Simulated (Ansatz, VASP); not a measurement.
SiC (Moissanite): VASP and Ansatz over several settings

```xyz
4
Lattice="3.0760 0.0000 0.0000 -1.5380 2.6639 0.0000 0.0000 0.0000 5.0480" Properties=species:S:1:pos:R:3 pbc="T T T"
Si    1.5380    0.8880    2.5240
Si    0.0000    1.7759    0.0000
C     1.5380    0.8880    4.4675
C     0.0000    1.7759    1.9435
```

Single points on this cell with VASP 6.6.1 and Ansatz 0.2.0. Each row is one pair of runs. Alike in all rows: spin: off; k mesh: 10 × 10 × 5.

```csv
level,smearing,"VASP's potentials, cutoff","Ansatz's potentials, cutoff","gap on the k mesh at the Fermi level (eV), VASP","gap on the k mesh at the Fermi level (eV), Ansatz","least direct gap on the mesh (eV), VASP","least direct gap on the mesh (eV), Ansatz","pressure (GPa), VASP","pressure (GPa), Ansatz"
PBE,"fermi-dirac, width 0.05 eV","VASP PAW PBE potentials, release 64 (Si, C), 520 eV","Ansatz PAW earlier set, 800 eV",2.48,2.48,4.08,4.08,3.6,3.7
PBE,"fermi-dirac, width 0.05 eV","VASP PAW PBE potentials, release 64 (Si, C), 520 eV","Ansatz PAW, 420 eV",2.48,2.48,4.08,4.08,3.6,3.7
PBE,"fermi-dirac, width 0.05 eV","VASP PAW PBE potentials, release 64 (Si, C), 520 eV","SPMS NC, 1034 eV",2.48,2.49,4.08,4.09,3.6,3.8
PBE,"fermi-dirac, width 0.05 eV","VASP PAW PBE potentials, release 64 (Si, C), 520 eV","JTH PAW, 780 eV",2.48,2.49,4.08,4.09,3.6,3.1
PBE,"fermi-dirac, width 0.05 eV","VASP PAW PBE potentials, release 64 (Si, C), 520 eV","PseudoDojo stringent (PBE files), 1116 eV",2.48,2.49,4.08,4.09,3.6,3.7
PBE,"fermi-dirac, width 0.05 eV","VASP PAW PBE potentials, release 64 (Si, C), 520 eV","Ansatz PAW polarizable, 420 eV",2.48,?,4.08,?,3.6,?
PBE,"fermi-dirac, width 0.05 eV","VASP PAW PBE potentials, release 64 (Si, C), 520 eV","Ansatz NC, 1116 eV",2.48,2.47,4.08,4.07,3.6,3.9
PBE,"gaussian, width 0.02 eV","VASP PAW PBE potentials, release 64 (Si, C), 500 eV","Ansatz PAW, 420 eV",2.48,2.48,4.08,4.08,3.6,3.7
```

Fill in what Ansatz gave in row 6.

gap on the k mesh at the Fermi level (eV): 2.48; least direct gap on the mesh (eV): 4.08; pressure (GPa): 3.7.

Caveats: an odd mesh through Γ misses points on the zone boundary, where band edges often lie (VASP); odd divisions of the mesh miss points on the zone boundary, where band edges often lie, so the gap on the mesh can be too wide (Ansatz).
